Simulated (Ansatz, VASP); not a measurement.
## La: VASP beside Ansatz

INCAR

```
PREC = Accurate
ENCUT = 520
EDIFF = 1E-6
ISMEAR = -1
SIGMA = 0.1
LREAL = F
LASPH = T
NELM = 80
ALGO = Normal
ISIF = 2
LWAVE = F
LCHARG = F
NBANDS = 18
```

KPOINTS

```
Automatic mesh
0
Gamma
  10 10 10
```

POSCAR

```
La
1.0
    0.0000000000      3.1691800284      3.1691800284
    3.1691800284      0.0000000000      3.1691800284
    3.1691800284      3.1691800284      0.0000000000
La
2
Direct
    0.1250000000      0.1250000000      0.1250000000
    0.8750000000      0.8750000000      0.8750000000
```

Input for Ansatz:

```yaml
crystal:
  lattice:
    - [0.0, 3.1691800284, 3.1691800284]
    - [3.1691800284, 0.0, 3.1691800284]
    - [3.1691800284, 3.1691800284, 0.0]
  atoms:
    - { symbol: La, position: [0.125, 0.125, 0.125] }
    - { symbol: La, position: [0.875, 0.875, 0.875] }
hamiltonian:
  xc: lda
  pseudopotentials:
    kind: paw
    azcp:
      La: "pseudopotentials/La.paw.azcp"
basis:
  ecutwfc: 420
  fft_grid_basis: typed
kpoints:
  mp_grid: { grid: [10, 10, 10], shift: [0, 0, 0] }
magnetization:
  spin_polarized: false
scf:
  occupations: { method: fermi_dirac, width: 0.1 }
  lower_state_search: "off"
output:
  stress: true
```

Alike in both runs: task single point; functional LDA; k mesh 10 × 10 × 10; occupations fermi-dirac, width 0.1 eV; no spin polarisation.

```csv
,VASP,Ansatz
version,VASP 6.6.1,Ansatz 0.2.0
potentials or method,"VASP PAW LDA potentials, release 64 (La)","plane waves (420 eV) with PAW, scalar-relativistic"
plane-wave cutoff (eV),520,420
valence electrons in the cell,22,22
```

```tsv
	VASP	Ansatz	Ansatz less VASP
pressure (GPa)	6.1	6.2	+0.06
```

Ansatz warned: «pseudo_functional_mismatch».

Spin-orbit coupling is left out, which matters for the levels of La.
